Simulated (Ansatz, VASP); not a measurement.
# Ge: VASP beside Ansatz

POSCAR

```
Ge
1.0
    0.0000000000      2.8375308240      2.8375308240
    2.8375308240      0.0000000000      2.8375308240
    2.8375308240      2.8375308240      0.0000000000
Ge
2
Direct
    0.5000000000      0.5000000000      0.5000000000
    0.7500000000      0.7500000000      0.7500000000
```

File INCAR.step1:

```
SYSTEM = Ge
PREC = Accurate
ENCUT = 520
ISMEAR = 0
SIGMA = 0.01
LREAL = .FALSE.
LASPH = .TRUE.
NELM = 80
NBANDS = 21
GGA = PE
ALGO = Normal
EDIFF = 1E-4
LWAVE = .TRUE.
LCHARG = .FALSE.
```

Contents of INCAR.step2:

```
SYSTEM = Ge
PREC = Accurate
ENCUT = 520
EDIFF = 1E-6
ISMEAR = 0
SIGMA = 0.01
LREAL = .FALSE.
LASPH = .TRUE.
NELM = 80
ALGO = Normal
ISIF = 2
LWAVE = .FALSE.
LCHARG = .FALSE.
METAGGA = R2SCAN
LMIXTAU = .TRUE.
NBANDS = 21
ISTART = 1
```

Contents of KPOINTS:

```
Automatic mesh
0
G
  12 12 12
  0 0 0
```

Input for Ansatz:

```yaml
crystal:
  lattice:
    - [0.0, 2.83753082396, 2.83753082396]
    - [2.83753082396, 0.0, 2.83753082396]
    - [2.83753082396, 2.83753082396, 0.0]
  atoms:
    - { symbol: Ge, position: [0.5, 0.5, 0.5] }
    - { symbol: Ge, position: [0.75, 0.75, 0.75] }
kpoints:
  mp_grid: { grid: [12, 12, 12] }
scf:
  occupations: { method: fixed }
hamiltonian:
  xc: r2scan
  pseudopotentials: { kind: paw }
output:
  forces: true
  stress: true
  eigenvalues: true
  eigenstates:
    nscf_kmesh: { grid: [12, 12, 12] }
    de_dk: true
    e_range: [-9, 10.35429715451]
  optics:
    e_range: [0, 20]
    de: 0.2
    sigma: 0.15
    bands: { spectra_wanted_up_to: 20 }
    nscf_kmesh: { grid: [12, 12, 12] }
checkpoint:
  write: ck
  write_wavefunctions: false
```

Alike in both runs: task single point; functional r2SCAN; k mesh 12 × 12 × 12; no spin polarisation.

```csv
,VASP,Ansatz
version,VASP 6.6.1,Ansatz 0.2.0
potentials or method,"VASP PAW PBE potentials, release 64 (Ge_d)","PAW with Ansatz's default frozen-core files, scalar-relativistic"
plane-wave cutoff (eV),520,500
occupations,"gaussian, width 0.01 eV",fixed
valence electrons in the cell,28,28
```

VASP gave:

* gap on the k mesh at the Fermi level (eV): 0.32
* pressure (GPa): 0.1

Problem. What did Ansatz give for the same quantities?

Solution. gap on the k mesh at the Fermi level (eV): 0.35; pressure (GPa): 0.0.

Caveats: the PAW data sets were made with another functional, which shifts forces and pressure a little (VASP).
